At a displacement of $-0.100$ Å the selenium in this InSe crystal is pushed back too hard. Close to the centre of the scan the restoring force grows by about 5.05 eV/Å for every ångström of displacement, so a straight line would give about 0.50 eV/Å here. The calculation gives 0.571 eV/Å, or 13 % more than the line. At the opposite end, $+0.100$ Å, the force falls short of the same line by 12 %.

InSe (P-6m2, 8-atom cell, a = 4.047, c = 18.052 Å, not relaxed) with one Se atom moved along Cartesian y and all others fixed, computed with Ansatz 0.2.0 (plane-wave PAW, PBEsol, scalar-relativistic, no spin polarisation, 420 eV cutoff, 12×12×2 k mesh, 0.05 eV Gaussian smearing). Free energies are relative to the undisturbed cell; pressure is positive in compression.

| displacement (Å) | energy change (eV a cell) | force along direction (eV/Å summed over the moved atoms) | pressure (GPa) | gap on mesh (eV) |
| --- | --- | --- | --- | --- |
| -0.100 | 0.027 | 0.571 | -0.74 | 0.641 |
| -0.0667 | 0.012 | 0.366 | -0.77 | 0.641 |
| -0.0333 | 0.003 | 0.175 | -0.79 | 0.641 |
| 0 | 0.000 | 0.000 | -0.79 | 0.641 |
| 0.0167 | 0.001 | -0.083 | -0.79 | 0.641 |
| 0.0333 | 0.003 | -0.161 | -0.79 | 0.641 |
| 0.0500 | 0.006 | -0.237 | -0.78 | 0.641 |
| 0.0667 | 0.011 | -0.310 | -0.77 | 0.641 |
| 0.0833 | 0.016 | -0.378 | -0.76 | 0.641 |
| 0.100 | 0.023 | -0.445 | -0.75 | 0.641 |

The two misses look opposite, one too strong and one too weak, yet they point the same way. A positive force pushes towards $+y$, the direction of positive displacement. On the negative side the excess pushes the selenium back towards $+y$. On the positive side the missing part of the pull leaves it freer to stay at $+y$. Relative to a single spring, then, both ends feel an additional push towards $+y$, and this push grows roughly as the square of the displacement.

The cause lies in what surrounds the selenium. The cell is only one lattice unit wide in the layer, so all copies of the moved atom travel together and a whole selenium plane slides rigidly. Distances within that plane don't change; what changes is its bonds to the indium plane next to it. At $-0.100$ Å that indium plane takes up 94 % of the counterforce, so the resistance to sliding arises almost entirely between these two planes, as expected of local In–Se bonding. The layers stand farther apart in this unrelaxed cell than in real InSe. At the real spacing the next layer's share should be larger, though still small.

Each selenium sits on three indium neighbours, like a ball on a tripod. One of them lies towards $-y$, the other two towards $+y$ on either side of the line of motion. A step to $-y$ therefore runs straight at a single indium and squeezes that bond, while a step to $+y$ stretches it. A chemical bond stiffens when squeezed and softens when stretched. The lone bond thus pushes back harder than a spring on one side and pulls back more weakly on the other, which is the same-signed miss seen at both ends.

This picture can be turned into numbers by giving each bond a Morse-like force,

$$f(\delta)=A\left(e^{-\alpha\delta}-e^{-2\alpha\delta}\right),$$

where $\delta$ is the change of the bond length from 2.653 Å and a positive $f$ is a pull. The geometry is that of the crystal, and the two constants were fitted to the forces of all ten rows, giving $A=2.87$ eV/Å and $\alpha=1.51$ per Å. They are effective constants, because bond bending and more distant atoms are absorbed in them.

For the row at $-0.100$ Å, which was part of the fit, the lone bond shortens to 2.566 Å, so $\delta=-0.087$ Å. Its force is $2.87\,(e^{0.131}-e^{0.263})\approx-0.46$ eV/Å, a push, of which the fraction 0.87 lies along the line of motion. The other two bonds each lengthen by 0.046 Å and pull with about 0.18 eV/Å, of which the fraction 0.47 counts. The sum is

$$0.46\times0.87+2\times0.18\times0.47\approx0.40+0.17=0.57\ \text{eV/Å},$$

as computed.

The same arithmetic at $+0.100$ Å gives 0.28 eV/Å from the lone bond and again 0.17 eV/Å from the pair. Within the model, the difference between the two ends thus comes almost wholly from the bond that lies along the path. The electronic-structure calculation doesn't divide the force in this way; it confirms only the sums. Two fitted constants are also just enough to match a slope and a curvature, so the close fit to the forces is no proof of the bond picture by itself.

The tripod's shape alone would not be enough. If the three bonds are replaced by ideal springs, which never stiffen or soften, and refitted to the same rows, some asymmetry remains because the bonds turn as the plane slides. A convenient measure is the sum of the forces at the two ends, which would vanish for a straight line. The computed sum is 0.126 eV/Å, and ideal springs give 0.025 eV/Å, about a fifth of it. In a model of three central bonds that carry little or no load at the centre, the rest needs bonds that respond differently to squeezing and stretching.

A stricter test is the pressure, which played no part in the fit. Its value at the centre, $-0.79$ GPa, belongs to a starting cell that was not relaxed, so only the change along the scan matters here. Ideal springs would be expected to lower it, because sliding lengthens the three bonds in sum: at $-0.100$ Å one loses 0.087 Å and two gain 0.046 Å each. If squeezed bonds push harder than stretched bonds pull by enough to outweigh this, sliding either way should raise the pressure. It does: by 53 MPa at $-0.100$ Å, where the bond model gives 48 MPa. The model is about a tenth short at the other end too. It falls short by a similar fraction for the push normal to the plane, and in the calculation nearly all of the counterforce to that push lands on the bonded indium plane. The more distant planes are thus not the main source of that shortfall; the likelier ones are bond bending and any tension the bonds already carry in this stretched cell. The model has no term for either, and these comparisons don't tell them apart. The pressure is also a lenient judge in one respect: it averages the stress over three directions, and most of the part that reverses with the displacement cancels. The separate components move far more: at $-0.100$ Å the stress along $x$ changes by $-0.23$ GPa and that along $y$ by $+0.34$ GPa. Central bonds that are made to carry the whole stiffness are expected to overshoot both, and by more than a tenth.

The energy shows the same asymmetry in a milder form. For small displacements $x$ the energy change can be written as $E=\tfrac12kx^2-gx^3$, where $k$ is the spring constant and $g$ measures the asymmetry. The force is the negative slope, $F=-kx+3gx^2$, so differentiation gives the asymmetric term more relative weight. Accordingly the force at $-0.100$ Å is 28 % larger than at $+0.100$ Å, but the energy only 18 % larger.

For anyone who wants a single stiffness from such a scan, the formula also shows how to get it. A force from one side alone carries the asymmetry with it, but in the difference between two opposite points the $gx^2$ term drops out. The two end rows give $(0.571+0.445)/0.200=5.08$ eV/Å², within 1 % of the slope near the centre. This is the stiffness of one plane sliding while all other atoms are held still, and it should not be read as a vibration frequency or as a relaxed barrier to sliding.

Sliding the same plane at right angles, along $x$ instead of $y$, would look different for reasons of symmetry. The surroundings ahead of the atom would then be the mirror image of those behind it, so forward and backward steps would cost the same energy. The threefold arrangement also requires the same spring constant near the centre. The asymmetry would reappear as a sideways force towards $-y$, roughly as large as the misses found here. A scan that recorded only the force along its own path would miss it.

No row departs from the smooth curve of the three bonds by more than the last printed digit of the force. The row at $-0.100$ Å is therefore sound, and what fails is the straight line. The curve is smooth because no bond changes its length by more than about 3 % and the gap on the mesh stays open at 0.641 eV, so the electrons keep to the same set of bands. PBEsol tends to make gaps too small, but what matters here is only that the gap doesn't close. A break would be expected where electrons begin to move into another band, for instance once a gap has closed, and even then the smearing would round it off. The fits and the comparison with the pressure are printed below.

Numerical output:

```
fit of force_along_direction on 10 rows: coefficient of 2*(rb-r0)*(h/2-displacement)/rb - (ra-r0)*(h+displacement)/ra 4.292 +/- 0.12; rms 0.0271, worst -0.1 -0.0594, leave-one-out rms 0.0349
fit of force_along_direction on 10 rows: coefficient of 2*(exp(-s*(rb-r0))-exp(-2*s*(rb-r0)))*(h/2-displacement)/rb - (exp(-s*(ra-r0))-exp(-2*s*(ra-r0)))*(h+displacement)/ra 2.869 +/- 0.0011, s 1.51; rms 0.00036, worst 0.0667 0.000554, leave-one-out rms 0.000557
Breaks and unfitted tests:
      row  force less straight line (meV/Å)  Morse bonds less computed force (meV/Å)  pressure rise computed (MPa)  pressure rise Morse bonds (MPa)  push off the In plane computed (meV/Å)  push Morse bonds (meV/Å)
     -0.1                              66.5                                   0.3735                         52.83                            47.63                                    66.5                     61.26
  -0.0667                              29.5                                  -0.5005                         22.94                             20.7                                    28.8                     26.44
  -0.0333                                 7                                  0.00921                          5.58                             5.04                                       7                     6.397
      0.0                                 0                                        0                             0                                0                                       0                         0
   0.0167                             1.252                                   0.5388                          1.41                            1.223                                     1.7                     1.539
   0.0333                                 7                                 -0.06194                          5.31                            4.805                                     6.6                      6.03
     0.05                             15.25                                   0.1478                         11.82                             10.7                                    14.7                      13.4
   0.0667                              26.5                                   0.5539                         20.74                            18.81                                    25.7                     23.49
   0.0833                             42.25                                  -0.5289                         31.92                            28.99                                    39.6                     36.11
      0.1                              59.5                                 -0.01928                         45.43                            41.26                                    56.3                     51.28
Spring constant near the centre (eV/Å²): 5.045
Break at -0.100 Å in % of the straight-line force: 13.18
Break at +0.100 Å in % of the straight-line force: 11.79
Sum of the forces at -0.100 and +0.100 Å, computed (eV/Å): 0.126
The same sum from ideal springs (eV/Å): 0.02482
The same sum from Morse bonds (eV/Å): 0.1264
Force at -0.100 Å larger than at +0.100 Å by (%): 28.31
Energy at -0.100 Å larger than at +0.100 Å by (%): 18.16
Share of the counterforce on the bonded In plane at -0.100 Å (%): 94.17
Largest change of the gap along the scan (meV): 0.59
Largest change of an In-Se bond length (%): 3.335
```
